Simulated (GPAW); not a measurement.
Ru:

```
Ru
1.0
     2.70580    0.00000    0.00000
    -1.35290    2.34329    0.00000
     0.00000    0.00000    4.28190
Ru
2
Direct
  0.66667 0.33333 0.75000
  0.33333 0.66667 0.25000
```

| Quantity | Value |
| --- | --- |
| Program | GPAW 26.7.0 |
| Task | single point |
| Functional | PBEsol |
| Potentials or basis | PAW data sets generated in the run's folder for this functional |
| Cutoff | 600 eV |
| Basis | pw |
| k mesh | 11 × 11 × 6 |
| Occupations | fermi-dirac, width 0.05 eV |
| Spin | no spin polarisation |

On this cell: pressure -7.0 GPa; largest force under 0.003 eV/Å; band gap on the k mesh none (metal or under the smearing width).

The same run follows on a disturbed copy (atoms moved at random, drawn with an rms of 0.05 Å):

```
CELL_PARAMETERS angstrom
2.70580 0.00000 0.00000
-1.35290 2.34329 0.00000
0.00000 0.00000 4.28190
ATOMIC_POSITIONS crystal
Ru 0.67236 0.34385 0.74518
Ru 0.32157 0.68043 0.24367
```

Problem. What changes?

Solution. The energy (extrapolated to zero smearing) moves by +4.6 meV/atom; pressure -6.8 GPa; largest force 0.342 eV/Å; band gap on the k mesh none (metal or under the smearing width).

Forces on the atoms (eV/Å):
```
Ru  -0.330  0.049 -0.076
Ru   0.330 -0.049  0.076
```

Stress tensor (GPa, compression positive):
```
-6.96  0.93  0.05
 0.93 -6.61 -0.01
 0.05 -0.01 -6.91
```
